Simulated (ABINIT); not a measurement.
The system is Sr.

```xyz
2
Lattice="4.3100 0.0000 0.0000 -2.1550 3.7326 0.0000 0.0000 0.0000 7.0500" Properties=species:S:1:pos:R:3 pbc="T T T"
Sr    2.1550    1.2442    5.2875
Sr    0.0000    2.4884    1.7625
```

This isn't the form of Sr at room conditions, which is fcc.

```yaml
Program: ABINIT 10.8.3 (patched build)
Task: single point
Functional: PBE
Potentials_or_basis: JTH PAW PBE v2.0
Cutoff: 408 eV
k_mesh: 7 × 7 × 4
Occupations: fermi-dirac, width 0.05 eV
Spin: no spin polarisation
```

On this cell: pressure -0.4 GPa; largest force under 0.003 eV/Å; band gap on the k mesh none (metal or under the smearing width).

The same run follows on a disturbed copy (atoms moved at random, drawn with an rms of 0.05 Å):

```
Sr
1.0
     4.31000    0.00000    0.00000
    -2.15500    3.73257    0.00000
     0.00000    0.00000    7.05000
Sr
2
Cartesian
  2.1539 1.2419 5.2981
  0.0487 2.5038 1.7043
```

Problem. What does the disturbed cell give?

Solution. The energy (extrapolated to zero smearing) moves by +1.6 meV/atom; pressure -0.3 GPa; largest force 0.092 eV/Å; band gap on the k mesh none (metal or under the smearing width).

Forces in eV/Å, atoms in the order of the input:
```
Sr   0.014  0.003 -0.091
Sr  -0.014 -0.003  0.091
```

Stress tensor (GPa, compression positive):
```
-0.53 -0.06 -0.01
-0.06 -0.48  0.00
-0.01  0.00 -0.03
```
